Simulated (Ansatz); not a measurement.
**W under changes of volume**

One of the cells (15.848 Å³/atom); the others are scaled copies at fixed shape and fractional positions:

```
W
1.0
    -1.58234    1.58234    1.58234
     1.58234   -1.58234    1.58234
     1.58234    1.58234   -1.58234
W
1
Direct
  0.00000 0.00000 0.00000
```

```yaml
Program: Ansatz 0.2.0
Functional: PBE
Potentials_or_basis: Ansatz PAW
Cutoff: "420 eV (not typed: the program's choice for these potentials)"
k_mesh: 12 × 12 × 12
Occupations: fermi-dirac, width 0.05 eV
Spin: no spin polarisation
```

```tsv
volume (Å³/atom)	energy over the lowest point (meV/atom)	pressure (GPa)
14.897	?	?
15.214	55.98	20.1
15.531	23.78	12.6
15.848	5.52	5.8
16.165	0.00	-0.3
16.482	6.07	-5.9
16.798	22.73	-11.0
```

**Question.** What does the run at 14.897 Å³/atom give?

**Answer.** Energy over the lowest point 103.60 meV/atom; pressure 28.2 GPa.

Worked out: A Birch-Murnaghan fit of order 3 (a polynomial in V^(-2/3)) to the other rows has its minimum at 16.15 Å³/atom with B0 = V·E''(V) = 300 GPa and B' = 3.6. It gives 103.45 meV/atom at 14.897 Å³/atom, against the run's 103.60, and -dE/dV = 28.1 GPa, against 28.2.

Energies are extrapolated to zero smearing.
